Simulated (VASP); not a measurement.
Results of a VASP single-point calculation on CdS (strained rocksalt)

POSCAR

```
Cd S
 1.0000000000000000
    -0.0430830694000000    2.7267765441999998    2.7267765441999998
     2.7267765441999998   -0.0430830694000000    2.7267765441999998
     2.6836934748000001    2.6836934748000001    0.0000000000000000
 Cd  S
   1   1
Cartesian
  0.0000000000000000  0.0000000000000000  0.0000000000000000
  2.6836934748000001  2.6836934748000001  2.7267765441999998
```

* gap between bands v and c: 0.66 eV
* least direct gap: 2.21 eV

Band v is the last that the valence electrons fill when counted band by band, and c is the next. Levels in eV from the top of v:

```tsv
point	v−1	v	c	c+1
Γ	-0.83	-0.70	1.51	9.44
X	-2.27	-2.26	0.67	6.35
K	-3.50	-1.63	2.42	7.17
L	-0.12	-0.08	3.88	6.20
W	-3.36	-2.86	3.81	7.31
```

Task: Which of these levels of theory gave these results?
A. LDA
B. PBE
C. PBEsol
D. r²SCAN
E. PBE with spin–orbit coupling
F. HSE06
G. PBE0

Result: D.

The INCAR was:

```
ISMEAR = 0
NELM = 120
METAGGA = R2SCAN
SIGMA = 0.01
EDIFF = 1E-7
LASPH = .TRUE.
ISIF = 2
PREC = Accurate
IBRION = -1
ENCUT = 520
NBANDS = 16
ALGO = Normal
LCHARG = .FALSE.
LREAL = .FALSE.
NSW = 0
LWAVE = .FALSE.
```
